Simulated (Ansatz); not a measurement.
**Structure relaxation of Sc**

Computed with DFT PBE, scalar-relativistic, plane waves, PAW in Ansatz. Cutoff 420 eV, Γ-centred k mesh, Gaussian smearing, no spin polarisation in the final step.

Sc was placed on the lonsdaleite structure type (P6_3/mmc, No. 194), at a guessed volume.

```
CELL_PARAMETERS angstrom
4.14528 0.00000 0.00000
-2.07264 3.58992 0.00000
0.00000 0.00000 6.83971
ATOMIC_POSITIONS crystal
Sc 0.33333 0.66667 0.43750
Sc 0.66667 0.33333 0.93750
Sc 0.66667 0.33333 0.56250
Sc 0.33333 0.66667 0.06250
```

Cell and atoms relax at zero pressure; the relaxation can't lower the symmetry of the start.

Energies count from the standard state of Sc at the same level.

Problem. Which crystal results?

Solution. It ends in P6/mmm (No. 191). Conventional cell: a = 5.263 Å, c = 2.838 Å. Around Sc lie 2 Sc at 2.84 Å and 3 Sc at 3.04 Å.

Space group P6/mmm (No. 191). a = 5.263 Å, b = 5.263 Å, c = 2.838 Å, α = 90.00°, β = 90.00°, γ = 120.00°
```tsv
atom	site	symmetry	x	y	z
Sc	2c	-6m2	0.3333	0.6667	0.0000
```

Problem. What are its volume, energy, density and gap?

Solution. The volume per atom is 34.04 Å³, the density is 2.19 g/cm³ and the energy over the standard structure is 1.28 eV/atom. The gap on the 9×9×8 mesh is 0 eV (a metal).

The final run used a 9×9×8 mesh on its 4-atom cell and 0.10 eV smearing. The k mesh leaves about 4 meV/atom of noise in metals. A structure relaxed within its symmetry needn't be a true minimum. The steps took about 90 core-seconds in all.